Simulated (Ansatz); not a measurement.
# TiO2 (Pnma)

Computed with DFT r2SCAN, scalar-relativistic, plane waves, PAW (Ansatz 0.2.0).

Cutoff 500 eV; k points 4×8×6 on the computed 12-atom cell (Γ-centred); Gaussian smearing, width 0.02 eV; no spin polarisation.

The structure is relaxed at this level of theory with its symmetry kept. This form isn't the usual stable structure of the compound.

Symmetry: Pnma, No. 62, orthorhombic system. The conventional cell has a = 9.401 Å, b = 2.959 Å, c = 4.887 Å, α = 90.00°, β = 90.00°, γ = 90.00°. Ti (site symmetry m) has 6 O at 1.87 to 2.10 Å as nearest neighbours. Around O (site symmetry m) lie 3 Ti at 1.87 to 2.02 Å. O (site symmetry m) is surrounded by 3 Ti at 1.90 to 2.10 Å.

```json
{
  "Volume per atom": "11.33 Å³",
  "Formation energy from the elements' standard states (uncorrected)": "-3.274 eV/atom",
  "Generalised Kohn–Sham band gap": "2.95 eV, indirect from (0.000, -0.062, 0.000) to (0.000, 0.260, 0.000)",
  "Löwdin character of the top 1 eV of the valence band": "O 2p 92 %",
  "Löwdin character of the lowest 1 eV of the conduction band": "Ti 3d 88 %, O 2p 10 %",
  "Electron masses at the edge by Cartesian direction of the standard setting (m_e; degenerate bands sorted by energy; no spin-orbit coupling)": "x: 2.8; y: 1.4; z: 16",
  "Hole masses at the edge by Cartesian direction of the standard setting (m_e; degenerate bands sorted by energy; no spin-orbit coupling)": "x: 1.2; y: 22; z: 1.4"
}
```

A ferromagnetic start lost its moments in a first run, so spin was left out; other magnetic orders weren't tried.

Cost: 8 runs of about 50 core-minutes in all, on Arm Neoverse V2 (shared hosts).